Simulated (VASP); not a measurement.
Here is a VASP 6.6.1 calculation.

INCAR

```
SYSTEM = Sc
PREC = Accurate ; ENCUT = 520
EDIFF = 1E-6 ; ISMEAR = -1
SIGMA = 0.025 ; LREAL = .False.
LASPH = .True. ; NELM = 150
ALGO = Normal ; ISIF = 2
LWAVE = .False. ; LCHARG = .False.
ISPIN = 2 ; MAGMOM = 1.06
LORBIT = 11 ; LMAXMIX = 4
LDAU = .True. ; LDAUTYPE = 2
LDAUL = 2 ; LDAUU = 3
LDAUJ = 0 ; LDAUPRINT = 1
GGA = CA ; NBANDS = 16
```

The input KPOINTS:

```
regular mesh
0
Gamma
  10 10 10
  0 0 0
```

Contents of POSCAR:

```
Sc
1.0
   -1.9548072966      1.9548072966      1.7512900426
    1.9548072966     -1.9548072966      1.7512900426
    1.9548072966      1.9548072966     -1.7512900426
Sc
1
Direct
    0.0000000000      0.0000000000      0.0000000000
```

Potentials or basis: VASP PAW LDA potentials, release 64 (Sc_sv).

The run is started by

```sh
$ cat potpaw_LDA.64/Sc_sv/POTCAR > POTCAR
$ mpirun -np 1 vasp_std > vasp.out
```

(1) Estimate the band gap on the k mesh.

(2) Predict the site moments.

(3) Estimate the net moment.

Answers

(1) none (metal or under the smearing width).

(2) Sc +0.02 μB.

(3) 0.04 μB per cell.

Caveat: the U is typed as a test and isn't derived for this compound.
